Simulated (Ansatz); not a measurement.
Wanted: the native input for an Ansatz 0.2.0 run.

- Task: relaxation of cell and atoms
- Functional: PBEsol
- Potentials or basis: Ansatz PAW
- Cutoff: 420 eV (not typed: the program's choice for these potentials)
- k mesh: 9 × 5 × 5
- Occupations: fermi-dirac, width 0.05 eV
- Spin: no spin polarisation
- Target pressure (GPa): 0

The system is CuO.

```
Cu O
1.0
     2.34185   -1.71130    0.00000
    -1.49182   -1.71130   -5.05787
     2.34185    5.13390    0.00000
Cu O
4 4
Cartesian
  0.0059 -0.6953 -4.8382
  3.1860 2.4066 -0.2196
  1.5778 2.0647 -2.6395
  1.6140 -0.3534 -2.4183
  -0.0539 -1.8744 -3.5775
  1.3289 1.3158 -4.0093
  0.1793 -0.6038 -1.7610
  2.5875 -0.5489 -0.7679
```

The cell isn't the ideal one: a zone-boundary wave of random shape, sigma 0.4 Å.

The input as run:

input.yaml

```yaml
crystal:
  lattice:
    - [2.34185, -1.7113, 0.0]
    - [-1.49182, -1.7113, -5.05787]
    - [2.34185, 5.1339, 0.0]
  atoms:
    - { symbol: Cu, position: [0.32132716, 0.95657656, 0.29054178] }
    - { symbol: Cu, position: [0.67867284, 0.04342344, 0.70945822] }
    - { symbol: Cu, position: [0.3225567, 0.52186451, 0.68364633] }
    - { symbol: Cu, position: [0.6774433, 0.47813549, 0.31635367] }
    - { symbol: O, position: [0.41767164, 0.70732048, 0.00989985] }
    - { symbol: O, position: [0.41392836, 0.79267952, 0.65850015] }
    - { symbol: O, position: [0.22493959, 0.34816805, 0.07342398] }
    - { symbol: O, position: [0.94346041, 0.15183195, 0.25817602] }
hamiltonian:
  xc: pbesol
  pseudopotentials: { kind: paw }
kpoints:
  mp_grid: { grid: [9, 5, 5] }
scf:
  occupations: { method: fermi_dirac, width: 0.05 }
output:
  forces: true
  stress: true
  eigenvalues: true
relax:
  f_tol: 0.01
  max_steps: 40
  cell: { stress_tol: 0.05 }
```

Potentials or basis: Ansatz PAW.

Run with:

```console
$ ansatz run input.yaml --threads 4 --pin off --max-ram 11264MiB --backend cpu --events-out ev --progress --plain --runs-dir out
```

It gave:

The relaxed volume is 10.45 Å³/atom and the relaxed cell is a = 2.959 Å, b = 5.917 Å, c = 6.112 Å, α = 112.85°, β = 118.75°, γ = 91.16°. The space group after relaxing (to 0.05 Å) is C2/m (No. 12), the energy gained by relaxing is 1320.8 meV/atom and the ionic steps are 38. The pressure after relaxing is 0.0 GPa and the largest force after relaxing is 0.004 eV/Å. The band gap on the k mesh is none (metal or under the smearing width).

Caveat: the plane-wave basis is chosen anew once the cell has moved, so the energies of steps on either side of that aren't comparable; the pressure holds a Pulay correction of +0.7 GPa for the finite cutoff; the run has no spin polarisation, though such a crystal can be magnetic; semilocal functionals often make such compounds metallic where correlation or magnetic order opens a gap, which also shifts bond lengths; the PAW data sets come from PBE, with cores solved anew for the run's functional, which leaves a small shift of forces and pressure.

Run time: 13 min on 4 threads of Arm Neoverse V1, with other jobs on the host, peak memory 0.69 GiB.
